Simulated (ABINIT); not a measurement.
## How the form of the self-energy moves the gap of SiC (P6_3mc)

How much does the gap of SiC (P6_3mc) depend on the approximation to the self-energy?

Method: PBE and many-body steps on it, plane waves, in ABINIT 10.8.3.

**The experiments to reproduce.**

- Gap 3.33 eV: band gap at cryogenic temperature; bulk crystal (literature value) (quoted in “Silicon carbide diodes for neutron detection”, 2020, arxiv:2009.14696).

## Step 1: The starting structure

It takes space group P6_3mc (No. 186, hexagonal). The conventional cell has a = 3.074 Å, b = 3.074 Å, c = 5.045 Å, α = 90.00°, β = 90.00°, γ = 120.00°. Nearest to Si lie 4 C at 1.88 to 1.90 Å. C has 4 Si at 1.88 to 1.90 Å nearest. Farther neighbours are not listed.

The cell and positions are those that the Materials Project relaxed with its own functionals (PBE, PBE+U or r2SCAN), kept fixed.

## Step 2: Empty states on the mesh, 6×6×4 mesh, 188 bands

This step: ABINIT 10.8.3; DFT, PBE, plane waves, norm-conserving pseudopotentials.

The sums over transitions need many empty states on a uniform mesh; this step solves for them.

run.abi reads:

```
acell 3*1.0 Angstrom
rprim 
  3.073513928196 0.000000000001 0.000000000000
  -1.536756964099 2.661741140703 0.000000000000
  0.000000000000 0.000000000000 5.045247710000
ntypat 2
znucl 14 6
natom 4
typat 1 1 2 2
xred 
  0.333333333333 0.666666666667 0.499602400000
  0.666666666667 0.333333333333 0.999602400000
  0.333333333333 0.666666666667 0.875397600000
  0.666666666667 0.333333333333 0.375397600000
pp_dirpath "pseudos"
pseudos "Si.upf, C.upf"
ecut 37
ngkpt 6 6 4
nshiftk 1
shiftk 0 0 0
kptopt 1
chksymbreak 0
irdden 1
istwfk *1
nband 188
prtvol 0
optdriver 6
gwr_task "HDIAGO"
paral_kgb 0
occopt 1
indata_prefix "in"
outdata_prefix "out"
tmpdata_prefix "tmp"
```

Command:

```sh
OMP_NUM_THREADS=1 mpirun -n 4 abinit run.abi > log
```

Output:

```text
.Version 10.8.3 of ABINIT. v10.8.2 released Aug 2026.

 Symmetries : space group P6_3 m c (#186); Bravais hP (primitive hexag.)
[... echo of the input left out ...]
== DATASET  1 ==================================================================
-   mpi_nproc: 4, omp_nthreads: 1 (-1 if OMP is not activated)

--- !DatasetInfo
iteration_state: {dtset: 1, }
dimensions: {natom: 4, nkpt: 21, mband: 188, nsppol: 1, nspinor: 1, nspden: 1, mpw: 3015, }
cutoff_energies: {ecut:  37.0, pawecutdg:  -1.0, }
[...]
Indirect band gap semiconductor
 Fundamental gap:     2.275 (eV)
   VBM:     7.012 (eV) at k: [ 0.0000E+00,  0.0000E+00,  0.0000E+00]
   CBM:     9.287 (eV) at k: [ 3.3333E-01,  3.3333E-01,  0.0000E+00]
 Direct gap:         3.985 (eV) at k: [ 5.0000E-01,  0.0000E+00,  0.0000E+00]

== END DATASET(S) ==============================================================
================================================================================

 -outvars: echo values of variables after computation  --------
           etotal      0.0000000000E+00
            nband         188
             nkpt          21
          spgroup         186
 [... the other variables as echoed above ...]

 Calculation completed.
```

The job ended after 1.9 min (4 MPI ranks of Arm Neoverse V1, shared host; peak memory 2.2 GiB; 7.6 min of CPU time).

This step gave:

- gap: 2.275 eV
- k of the valence top: 0, 0, 0
- k of the conduction bottom: 0.3333, 0.3333, 0
- least direct gap: 3.985 eV
- k points computed: 21
- lowest point of the top converged band, above the valence top: 131.3251 eV

On this mesh the gap is 2.275 eV.

The density comes from a self-consistent run that is not shown.

## Step 3: Screening, 6×6×4 mesh, 180 bands, screening to 228.6 eV

The RPA dielectric matrix is built and inverted for each q.

This step: RPA screening on PBE, plane waves, norm-conserving pseudopotentials.

Changes to run.abi since step 2:

```diff
@@ -22,10 +22,11 @@
 chksymbreak 0
-irdden 1
 istwfk *1
-nband 188
-prtvol 0
-optdriver 6
-gwr_task "HDIAGO"
-paral_kgb 0
 occopt 1
+irdwfk 1
+optdriver 3
+nband 180
+ecuteps 8.4
+inclvkb 2
+awtr 1
+symchi 1
 indata_prefix "in"
```

Output:

```text
.Version 10.8.3 of ABINIT. v10.8.2 released Aug 2026.

 Symmetries : space group P6_3 m c (#186); Bravais hP (primitive hexag.)
[... echo of the input left out ...]
== DATASET  1 ==================================================================
-   mpi_nproc: 4, omp_nthreads: 1 (-1 if OMP is not activated)

--- !DatasetInfo
iteration_state: {dtset: 1, }
dimensions: {natom: 4, nkpt: 21, mband: 180, nsppol: 1, nspinor: 1, nspden: 1, mpw: 3015, }
cutoff_energies: {ecut:  37.0, pawecutdg:  -1.0, }
electrons: {nelect:   1.60000000E+01, charge:   0.00000000E+00, occopt:   1.00000000E+00, tsmear:   1.00000000E-02, }

 SCREENING: Calculation of the susceptibility and dielectric matrices

 Based on a program developped by R.W. Godby, V. Olevano, G. Onida, and L. Reining.
 Incorporated in ABINIT by V. Olevano, G.-M. Rignanese, and M. Torrent.
.Using double precision arithmetic ; gwpc =  8

[... cell and pseudopotentials left out ...]
--------------------------------------------------------------------------------

 ==== K-mesh for the wavefunctions ====
 Number of points in the irreducible wedge :    21
[... list of points left out ...]
 Together with 12 symmetry operations and time-reversal symmetry
 yields   144 points in the full Brillouin Zone.

 ==== Q-mesh for the screening function ====
 Number of points in the irreducible wedge :    21
[... list of points left out ...]
 Together with 12 symmetry operations and time-reversal symmetry
 yields   144 points in the full Brillouin Zone.

 setmesh: FFT mesh size selected  =    24x   24x   40
          total number of points  =        23040

 vcoul_init : cutoff-mode = AUXILIARY_FUNCTION
 q-points for optical limit:   1
     1)      0.000010    0.000020    0.000030

- screening: taking advantage of time-reversal symmetry
- Maximum band index for partially occupied states nbvw = 8
- Remaining bands to be divided among processors   nbcw = 172
- Number of bands treated by each node ~43

 Number of electrons calculated from density =   16.0000; Expected =   16.0000
 average of density, n =  0.057443
 r_s =    1.6078
 omega_plasma =   23.1193 [eV]

 calculating chi0 at frequencies [eV] :
  1    0.000000E+00    0.000000E+00
  2    0.000000E+00    2.311935E+01

--------------------------------------------------------------------------------
  q-point number  1        q = ( 0.000000, 0.000000, 0.000000) [r.l.u.]
--------------------------------------------------------------------------------
[... chi0 elements left out ...]
 For q-point:  0.000010 0.000020 0.000030
  dielectric constant =   6.8547
  dielectric constant without local fields =   7.5085

  Average fulfillment of the sum rule on Im[epsilon] for q-point    1 :     91.91  [%]
[... wings left out ...]
  q-point number  2        q = ( 0.166667, 0.000000, 0.000000) [r.l.u.]
--------------------------------------------------------------------------------
[... chi0 elements left out ...]
  Average fulfillment of the sum rule on Im[epsilon] for q-point    2 :     95.04  [%]

 [... 19 further q-points ...]
```

It took 5 min on 4 MPI ranks; peak memory 2.1 GiB; 20 min of CPU time.

Numbers from this step:

```yaml
eps_infinity_with_local_fields_on_this_mesh_along_the_program_s_q_direction: 6.855
the_same_without_local_fields: 7.508
plasma_frequency: 23.12 eV
plane_waves_in_the_screening_matrix: 313
```

Local fields lower ε∞ by 9 %.

## Step 4: G0W0, Godby-Needs plasmon pole

The self-energy is evaluated for the states that the input lists, and the levels follow from it, in one-shot runs by the linearised quasiparticle equation.

This step: G0W0 on PBE, plane waves, norm-conserving pseudopotentials.

Changes to run.abi since step 3:

```diff
@@ -25,8 +25,19 @@
 irdwfk 1
-optdriver 3
+optdriver 4
 nband 180
+gwcalctyp 0
+ecutsigx 37
+symsigma 1
+nkptgw 3
+kptgw 
+  0.0000000000 0.0000000000 0.0000000000
+  0.3333333333 0.3333333333 0.0000000000
+  0.5000000000 0.0000000000 0.0000000000
+bdgw 
+  7 10
+  6 10
+  7 10
 ecuteps 8.4
-inclvkb 2
-awtr 1
-symchi 1
+irdscr 1
+ppmodel 1
 indata_prefix "in"
```

Output:

```text
.Version 10.8.3 of ABINIT. v10.8.2 released Aug 2026.

 Symmetries : space group P6_3 m c (#186); Bravais hP (primitive hexag.)
[... echo of the input left out ...]
== DATASET  1 ==================================================================
-   mpi_nproc: 4, omp_nthreads: 1 (-1 if OMP is not activated)

--- !DatasetInfo
iteration_state: {dtset: 1, }
dimensions: {natom: 4, nkpt: 21, mband: 180, nsppol: 1, nspinor: 1, nspden: 1, mpw: 3015, }
cutoff_energies: {ecut:  37.0, pawecutdg:  -1.0, }
electrons: {nelect:   1.60000000E+01, charge:   0.00000000E+00, occopt:   1.00000000E+00, tsmear:   1.00000000E-02, }

 SIGMA: Calculation of the GW corrections

 Based on a program developped by R.W. Godby, V. Olevano, G. Onida, and L. Reining.
 Incorporated in ABINIT by V. Olevano, G.-M. Rignanese, and M. Torrent.
.Using double precision arithmetic ; gwpc =  8

[... cell and pseudopotentials left out ...]
--------------------------------------------------------------------------------

 ==== K-mesh for the wavefunctions ====
 Number of points in the irreducible wedge :    21
[... list of points left out ...]
 Together with 12 symmetry operations and time-reversal symmetry
 yields   144 points in the full Brillouin Zone.

 ==== Q-mesh for screening function ====
 Number of points in the irreducible wedge :    21
[... list of points left out ...]
 Together with 12 symmetry operations and time-reversal symmetry
 yields   144 points in the full Brillouin Zone.

 vcoul_init : cutoff-mode = AUXILIARY_FUNCTION
 q-points for optical limit:   1
     1)      0.000010    0.000020    0.000030
 setmesh: FFT mesh size selected  =    27x   27x   54
          total number of points  =        39366

 Number of electrons calculated from density =   16.0000; Expected =   16.0000
 average of density, n =  0.057443
 r_s =    1.6078
 omega_plasma =   23.1193 [eV]

 === KS Band Gaps ===
  >>>> For spin  1
   Minimum direct gap =   3.9851 [eV], located at k-point      :   0.5000  0.0000  0.0000
   Fundamental gap    =   2.2753 [eV], Top of valence bands at :   0.0000  0.0000  0.0000
                                       Bottom of conduction at :   0.3333  0.3333  0.0000
 SIGMA fundamental parameters:
 PLASMON POLE MODEL  1
 number of plane-waves for SigmaX                 2973
 number of plane-waves for SigmaC and W            313
 number of plane-waves for wavefunctions          2973
 number of bands                                   180
 number of independent spin polarizations            1
 number of spinorial components                      1
 number of k-points in IBZ                          21
 number of q-points in IBZ                          21
 number of symmetry operations                      12
 number of k-points in BZ                          144
 number of q-points in BZ                          144
 number of frequencies for dSigma/dE                 9
 frequency step for dSigma/dE [eV]                0.25
 number of omega for Sigma on real axis              0
 max omega for Sigma on real axis  [eV]           0.00
 zcut for avoiding poles [eV]                     0.10

 EPSILON^-1 parameters (SCR file):
 dimension of the eps^-1 matrix on file            313
 dimension of the eps^-1 matrix used               313
 number of plane-waves for wavefunctions          2973
 number of bands                                   180
 number of q-points in IBZ                          21
 number of frequencies                               2
 number of real frequencies                          1
 number of imag frequencies                          1

 matrix elements of self-energy operator (all in [eV])

 Perturbative Calculation

--- !SelfEnergy_ee
iteration_state: {dtset: 1, }
kpoint     : [   0.000,    0.000,    0.000, ]
spin       : 1
KS_gap     :    4.820
QP_gap     :    5.706
Delta_QP_KS:    0.886
data: !SigmaeeData |
     Band     E0 <VxcDFT>   SigX SigC(E0)      Z dSigC/dE  Sig(E)    E-E0       E
        7   7.012 -15.027 -17.600   1.905   0.792  -0.262 -15.556  -0.529   6.483
        8   7.012 -15.027 -17.600   1.905   0.792  -0.262 -15.556  -0.529   6.483
        9  11.832 -12.163  -6.994  -4.727   0.806  -0.240 -11.806   0.357  12.189
       10  13.231 -12.779  -7.194  -5.174   0.793  -0.261 -12.453   0.326  13.557

--- !SelfEnergy_ee
iteration_state: {dtset: 1, }
kpoint     : [   0.333,    0.333,    0.000, ]
spin       : 1
KS_gap     :    6.117
QP_gap     :    7.179
Delta_QP_KS:    1.062
data: !SigmaeeData |
     Band     E0 <VxcDFT>   SigX SigC(E0)      Z dSigC/dE  Sig(E)    E-E0       E
        6   2.959 -13.062 -17.039   2.850   0.781  -0.281 -13.942  -0.880   2.078
        7   2.959 -13.062 -17.039   2.850   0.781  -0.281 -13.942  -0.880   2.078
[...]
--- !SelfEnergy_ee
iteration_state: {dtset: 1, }
kpoint     : [   0.500,    0.000,    0.000, ]
spin       : 1
KS_gap     :    3.985
QP_gap     :    4.901
Delta_QP_KS:    0.916
data: !SigmaeeData |
     Band     E0 <VxcDFT>   SigX SigC(E0)      Z dSigC/dE  Sig(E)    E-E0       E
[...]
8   5.813 -14.520 -17.600   2.215   0.789  -0.267 -15.202  -0.683   5.130
        9   9.798 -10.579  -6.048  -4.246   0.821  -0.218 -10.345   0.234  10.032
       10  11.240 -11.760  -6.959  -4.342   0.809  -0.236 -11.389   0.371  11.611

== END DATASET(S) ==============================================================
================================================================================

 -outvars: echo values of variables after computation  --------
           etotal      0.0000000000E+00
            nband         180
             nkpt          21
          spgroup         186
 [... the other variables as echoed above ...]

 Calculation completed.
```

The job ended after 85 s (4 MPI ranks; peak memory 2.3 GiB; 5.7 min of CPU time).

Numbers from this step:

```yaml
g0w0_gap_on_the_points_computed: 2.981 eV
starting_gap_on_the_mesh: 2.275 eV
k_of_the_valence_top: 0, 0, 0
k_of_the_conduction_bottom: 0.3333, 0.3333, 0
z_at_the_valence_top: 0.792
z_at_the_conduction_bottom: 0.824
least_direct_g0w0_gap_on_the_computed_points: 4.902 eV
```

The gap on the mesh goes from 2.28 eV to 2.98 eV, a correction of +0.71 eV.

## Step 5: G0W0, Hybertsen-Louie plasmon pole

Changes to run.abi since step 4:

```diff
@@ -41,3 +41,3 @@
 irdscr 1
-ppmodel 1
+ppmodel 2
 indata_prefix "in"
```

Output:

```text
.Version 10.8.3 of ABINIT. v10.8.2 released Aug 2026.

 Symmetries : space group P6_3 m c (#186); Bravais hP (primitive hexag.)
[... echo of the input left out ...]
== DATASET  1 ==================================================================
-   mpi_nproc: 4, omp_nthreads: 1 (-1 if OMP is not activated)

--- !DatasetInfo
iteration_state: {dtset: 1, }
dimensions: {natom: 4, nkpt: 21, mband: 180, nsppol: 1, nspinor: 1, nspden: 1, mpw: 3015, }
cutoff_energies: {ecut:  37.0, pawecutdg:  -1.0, }
electrons: {nelect:   1.60000000E+01, charge:   0.00000000E+00, occopt:   1.00000000E+00, tsmear:   1.00000000E-02, }

 SIGMA: Calculation of the GW corrections

 Based on a program developped by R.W. Godby, V. Olevano, G. Onida, and L. Reining.
 Incorporated in ABINIT by V. Olevano, G.-M. Rignanese, and M. Torrent.
.Using double precision arithmetic ; gwpc =  8

[... cell and pseudopotentials left out ...]
--------------------------------------------------------------------------------

 ==== K-mesh for the wavefunctions ====
 Number of points in the irreducible wedge :    21
[... list of points left out ...]
 Together with 12 symmetry operations and time-reversal symmetry
 yields   144 points in the full Brillouin Zone.

 ==== Q-mesh for screening function ====
 Number of points in the irreducible wedge :    21
[... list of points left out ...]
 Together with 12 symmetry operations and time-reversal symmetry
 yields   144 points in the full Brillouin Zone.

 vcoul_init : cutoff-mode = AUXILIARY_FUNCTION
 q-points for optical limit:   1
     1)      0.000010    0.000020    0.000030
 setmesh: FFT mesh size selected  =    27x   27x   54
          total number of points  =        39366

 Number of electrons calculated from density =   16.0000; Expected =   16.0000
[...]
number of plane-waves for wavefunctions          2973
 number of bands                                   180
 number of q-points in IBZ                          21
 number of frequencies                               2
 number of real frequencies                          1
 number of imag frequencies                          1

 matrix elements of self-energy operator (all in [eV])

 Perturbative Calculation

--- !SelfEnergy_ee
iteration_state: {dtset: 1, }
kpoint     : [   0.000,    0.000,    0.000, ]
spin       : 1
KS_gap     :    4.820
QP_gap     :    5.819
Delta_QP_KS:    0.999
data: !SigmaeeData |
     Band     E0 <VxcDFT>   SigX SigC(E0)      Z dSigC/dE  Sig(E)    E-E0       E
        7   7.012 -15.027 -17.600   1.494   0.816  -0.225 -15.908  -0.881   6.131
        8   7.012 -15.027 -17.600   1.494   0.816  -0.225 -15.908  -0.881   6.131
        9  11.832 -12.163  -6.994  -5.027   0.827  -0.209 -12.045   0.118  11.950
[...]
--- !SelfEnergy_ee
iteration_state: {dtset: 1, }
kpoint     : [   0.333,    0.333,    0.000, ]
spin       : 1
KS_gap     :    6.117
QP_gap     :    7.324
Delta_QP_KS:    1.207
data: !SigmaeeData |
     Band     E0 <VxcDFT>   SigX SigC(E0)      Z dSigC/dE  Sig(E)    E-E0       E
[...]
--- !SelfEnergy_ee
iteration_state: {dtset: 1, }
kpoint     : [   0.500,    0.000,    0.000, ]
spin       : 1
KS_gap     :    3.985
QP_gap     :    5.031
Delta_QP_KS:    1.046
data: !SigmaeeData |
     Band     E0 <VxcDFT>   SigX SigC(E0)      Z dSigC/dE  Sig(E)    E-E0       E
[...]
9   9.798 -10.579  -6.048  -4.524   0.839  -0.192 -10.573   0.006   9.804
       10  11.240 -11.760  -6.959  -4.624   0.830  -0.204 -11.613   0.147  11.387

== END DATASET(S) ==============================================================
================================================================================

 -outvars: echo values of variables after computation  --------
           etotal      0.0000000000E+00
            nband         180
             nkpt          21
          spgroup         186
 [... the other variables as echoed above ...]

 Calculation completed.
```

Run time: 82 s. Hardware: 4 MPI ranks; peak memory 2.2 GiB; 5.5 min of CPU time.

Numbers from this step:

| Item | Value |
| --- | --- |
| G0W0 gap on the points computed | 3.114 eV |
| starting gap on the mesh | 2.275 eV |
| k of the valence top | 0, 0, 0 |
| k of the conduction bottom | 0.3333, 0.3333, 0 |
| Z at the valence top | 0.816 |
| Z at the conduction bottom | 0.842 |
| least direct G0W0 gap on the computed points | 5.032 eV |

Against G0W0 in ABINIT (6×6×4 mesh, 180 bands, screening to 228.6 eV, Godby-Needs plasmon pole), the gap moves by +0.133 eV.

## Step 6: G0W0, von der Linden-Horsch plasmon pole

Changes to run.abi since step 5:

```diff
@@ -41,3 +41,3 @@
 irdscr 1
-ppmodel 2
+ppmodel 3
 indata_prefix "in"
```

Output:

```text
.Version 10.8.3 of ABINIT. v10.8.2 released Aug 2026.

 Symmetries : space group P6_3 m c (#186); Bravais hP (primitive hexag.)
[... echo of the input left out ...]
== DATASET  1 ==================================================================
-   mpi_nproc: 4, omp_nthreads: 1 (-1 if OMP is not activated)

--- !DatasetInfo
iteration_state: {dtset: 1, }
dimensions: {natom: 4, nkpt: 21, mband: 180, nsppol: 1, nspinor: 1, nspden: 1, mpw: 3015, }
cutoff_energies: {ecut:  37.0, pawecutdg:  -1.0, }
[...]
Band     E0 <VxcDFT>   SigX SigC(E0)      Z dSigC/dE  Sig(E)    E-E0       E
[...]
9   9.798 -10.579  -6.048  -4.676   0.847  -0.181 -10.702  -0.123   9.675
       10  11.240 -11.760  -6.959  -4.716   0.837  -0.195 -11.689   0.071  11.311

== END DATASET(S) ==============================================================
================================================================================

 -outvars: echo values of variables after computation  --------
           etotal      0.0000000000E+00
            nband         180
             nkpt          21
          spgroup         186
 [... the other variables as echoed above ...]

 Calculation completed.
```

Wall time 28 s (4 MPI ranks); peak memory 2.1 GiB; 1.9 min of CPU time.

Numbers from this step:

| Quantity | Value |
| --- | --- |
| G0W0 gap on the points computed | 2.942 eV |
| starting gap on the mesh | 2.275 eV |
| k of the valence top | 0, 0, 0 |
| k of the conduction bottom | 0.3333, 0.3333, 0 |
| least direct G0W0 gap on the computed points | 4.894 eV |

Against G0W0 in ABINIT (6×6×4 mesh, 180 bands, screening to 228.6 eV, Godby-Needs plasmon pole), the gap moves by −0.039 eV.

(Part 1 of 2 ends here.)

[Paths, hosts, dates, memory and timing lines, banners, echoed tables and standing remarks are left out of the program output.]

[Logs are printed without paths, hosts, clocks, repeated set-up lines and the standing remarks that a program may print on its own settings, such as how far it seeks lower states.]

[Runs of the session that timed out or met a known fault of the program may be left out.]

[Hosts, paths, dates, database ids (printed as entryN), source tags and the programs' standing remarks are cut or masked in the printed files.]

[G0W0 gaps are taken among the corrected bands and points alone; a level outside them can change the order at an edge.]

[Where Ansatz stands beside ABINIT at settings called matched, ABINIT's density can come from a denser mesh and the files from another edition; pairs whose starting gaps differed by over 0.03 eV were left out, so agreement reads better than it is.]
